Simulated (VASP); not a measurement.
Input of a VASP 6.6.1 run:

Contents of INCAR:

```
SYSTEM = Sr
PREC     = Accurate       ! precision mode
ENCUT    = 520            ! plane-wave cutoff, eV
EDIFF    = 1E-6           ! SCF threshold, eV
ISMEAR   = 0              ! smearing method
SIGMA    = 0.1            ! smearing width, eV
LREAL    = .False.        ! projectors in reciprocal space
LASPH    = .True.         ! aspherical terms in the spheres
NELM     = 120            ! most SCF steps
ALGO     = Normal         ! electronic algorithm
ISIF     = 3              ! what is computed and relaxed
LWAVE    = .False.        ! write WAVECAR
LCHARG   = .False.        ! write CHGCAR
GGA      = PE             ! functional
IBRION   = 2              ! ionic algorithm
NSW      = 90             ! ionic steps
EDIFFG   = -0.01          ! ionic threshold
```

The input KPOINTS:

```
regular mesh
0
Gamma
  12 12 6
  0 0 0
```

File POSCAR:

```
Sr
1.0
    4.3100000000      0.0000000000      0.0000000000
   -2.1550000000      3.7325694900      0.0000000000
    0.0000000000      0.0000000000      7.0500000000
Sr
2
Direct
    0.3333333300      0.6666666700      0.2500000000
    0.6666666700      0.3333333300      0.7500000000
```

Potentials or basis: VASP PAW PBE potentials, release 64 (Sr_sv).

Run with:

```bash
$ cat potpaw_PBE.64/Sr_sv/POTCAR > POTCAR
$ mpirun -np 1 vasp_std > vasp.out
```

Problem. Estimate the relaxed volume.

Solution. 55.38 Å³/atom.

Problem. What does it give for the relaxed cell?

Solution. a = 4.272 Å, b = 4.272 Å, c = 7.008 Å, α = 90.00°, β = 90.00°, γ = 120.00°.

The path:
```tsv
step	energy change (eV)	largest force (eV/Å)	pressure (GPa)	volume (Å³)
1	0.0000	0.0000	-0.27	113.42
2	-0.0020	0.0000	-0.12	111.84
3	-0.0024	0.0000	0.02	110.53
4	-0.0024	0.0000	0.01	110.69
5	-0.0024	0.0000	-0.03	110.98
6	-0.0024	0.0000	-0.01	110.77
```
